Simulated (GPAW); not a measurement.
Runs of GPAW 26.7.0 on Pd. It takes space group Fm-3m (No. 225, cubic). The conventional cell has a = 3.893 Å, b = 3.893 Å, c = 3.893 Å, α = 90.00°, β = 90.00°, γ = 90.00°. Pd (site symmetry m-3m) is surrounded by 12 Pd at 2.75 Å. 

```csv
task,level,potentials or basis,spin,cell,k mesh,cutoff (eV),band path,band points,spin axis theta (degrees),spin axis phi (degrees),optimizer,gap on the mesh (eV),pressure (GPa),relaxed volume (Å³/atom)
band structure,r2SCAN,"GPAW PAW data sets (gpaw-data 1.2.1), pw","SOC, no magnetisation",as given,9 × 9 × 9,600,"GXWKGLUWLK,UX",80,90,0,-,-,(c),-
band structure,r2SCAN,"GPAW PAW data sets (gpaw-data 1.2.1), pw",off,as given,12 × 12 × 12,600,"GXWKGLUWLK,UX",60,-,-,-,-,3.9,-
relaxation of cell and atoms,PBEsol+D3(BJ),"PAW data sets generated in the run's folder for this functional, pw",off,relaxed,12 × 12 × 12,600,-,-,-,-,FIRE,none,-0.1,(b)
phonons,BEEF-vdW,"GPAW PAW data sets (gpaw-data 1.2.1), pw",off,as given,12 × 12 × 12,510,"GXWKGLUWLK,UX",-,-,-,-,none,-,-
relaxation of cell and atoms,PBEsol+D4,"PAW data sets generated in the run's folder for this functional, pw",off,relaxed,12 × 12 × 12,600,-,-,-,-,BFGS,none,0.1,14.36
band structure,PBEsol,"PAW data sets generated in the run's folder for this functional, pw",off,as given,12 × 12 × 12,600,"GXWKGLUWLK,UX",80,-,-,-,-,(a),-
band structure,PBEint,"PAW data sets generated in the run's folder for this functional, pw","SOC, no magnetisation",as given,9 × 9 × 9,600,"GXWKGLUWLK,UX",100,0,0,-,-,-0.4,-
band structure,SCAN,"GPAW PAW data sets (gpaw-data 1.2.1), pw","SOC, no magnetisation",as given,9 × 9 × 9,600,"GXWKGLUWLK,UX",100,0,0,-,-,1.1,-
relaxation of cell and atoms,RPBE,"the program's PAW data sets (release 1.2.1) made for this functional, pw",off,relaxed,12 × 12 × 12,600,-,-,-,-,BFGS,none,0.0,15.76
```

Alike in all rows: smearing fermi-dirac 0.05 eV.

Fill in the values left out.

(a) -2.5; (b) 14.09; (c) 3.6.

Caveats: the PAW data sets were made with another functional, which shifts forces and pressure a little (some runs); spin-orbit coupling was added after a scalar SCF, so levels and gaps hold it while energy, forces, pressure and moments don't (some runs); this program's spin-orbit splittings come out too wide for heavy elements (some runs); later steps reuse the first step's grids (some runs); pairwise dispersion overbinds metals, which lowers pressure and volume (some runs); phonon bands are interpolated from a small supercell (some runs).

A k mesh can miss the band edges, and rows without SOC leave out spin-orbit coupling on Pd.

A gap of «none» marks a metal or a gap under the smearing width.

Runs at the PBE level aren't shown here.
